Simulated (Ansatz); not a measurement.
CH4 on a (100) slab of Au (Fm-3m (No. 225)), 4 planes, outer planes Au (top) and Au (bottom), 1 a cell of 33.7 Å², relaxed and still whole (its atoms last):

```yaml
crystal:
  lattice:
    - [5.80279, 0.00000, 0.00000]
    - [0.00000, 5.80279, 0.00000]
    - [0.00000, 0.00000, 25.82909]
  atoms:
    - { symbol: Au, position: [0.25000, 0.25000, 0.30973] }
    - { symbol: Au, position: [0.25000, 0.75000, 0.30973] }
    - { symbol: Au, position: [0.75000, 0.25000, 0.30973] }
    - { symbol: Au, position: [0.75000, 0.75000, 0.30973] }
    - { symbol: Au, position: [0.50000, 0.50000, 0.38916] }
    - { symbol: Au, position: [0.50000, 0.00000, 0.38916] }
    - { symbol: Au, position: [0.00000, 0.50000, 0.38916] }
    - { symbol: Au, position: [0.00000, 0.00000, 0.38916] }
    - { symbol: Au, position: [0.75038, 0.75012, 0.46993] }
    - { symbol: Au, position: [0.75025, 0.25018, 0.47005] }
    - { symbol: Au, position: [0.25048, 0.75014, 0.47008] }
    - { symbol: Au, position: [0.25053, 0.25015, 0.46955] }
    - { symbol: Au, position: [0.00125, 0.00122, 0.54953] }
    - { symbol: Au, position: [0.00138, 0.49935, 0.54957] }
    - { symbol: Au, position: [0.50019, 0.00063, 0.54975] }
    - { symbol: Au, position: [0.50031, 0.49991, 0.54980] }
    - { symbol: C, position: [0.84104, 0.75519, 0.67591] }
    - { symbol: H, position: [0.84192, 0.76012, 0.71833] }
    - { symbol: H, position: [0.67309, 0.69483, 0.66197] }
    - { symbol: H, position: [0.87363, 0.92854, 0.66054] }
    - { symbol: H, position: [0.97606, 0.63793, 0.66207] }
```

These are results of DFT PBE+D3(BJ), scalar-relativistic, plane waves, PAW in Ansatz 0.2.0, not measurements. Settings: cutoff 420 eV, Γ-centred mesh 3×3×1 on the computed 21-atom cell, Gaussian smearing of 0.10 eV; no spin polarisation. A dipole correction removes the field between periodic images along c.

It binds with 0.20 eV a molecule against the clean slab and the free molecule (no zero-point or thermal terms); its shortest contact is H–Au 2.99 Å. Take first-order desorption with no barrier to adsorption, no reaction on the face and an assumed prefactor of 10^13 s⁻¹.

Problem. How long does a molecule stay at 300 K?

Solution. τ = ν⁻¹·exp(E/k_BT) with k_BT = 0.0259 eV: E/k_BT = 7.7, so τ ≈ 2×10^-10 s. At about one hit a site a second (10⁻⁶ mbar) the coverage is near τ × 1 s⁻¹, so a layer needs more than atmospheric pressure.

Problem. Where does its peak lie in a desorption experiment heated at 2 K/s?

Solution. The peak obeys E/(k_B·T_p²) = (ν/β)·exp(−E/k_BT_p). Solving gives T_p ≈ 77 K (E/k_BT_p = 30.2). An error of 0.1 eV in E moves it by about 38 K, and larger molecules have larger prefactors, which lowers it.

Problem. Is this physisorption or chemisorption?

Solution. The tightest contact, C–Au 3.68 Å, is 1.74 times the sum of covalent radii, and deformation and lateral interaction add up to 0.00 eV; about 0.01 e cross the plane between them. This is physisorption.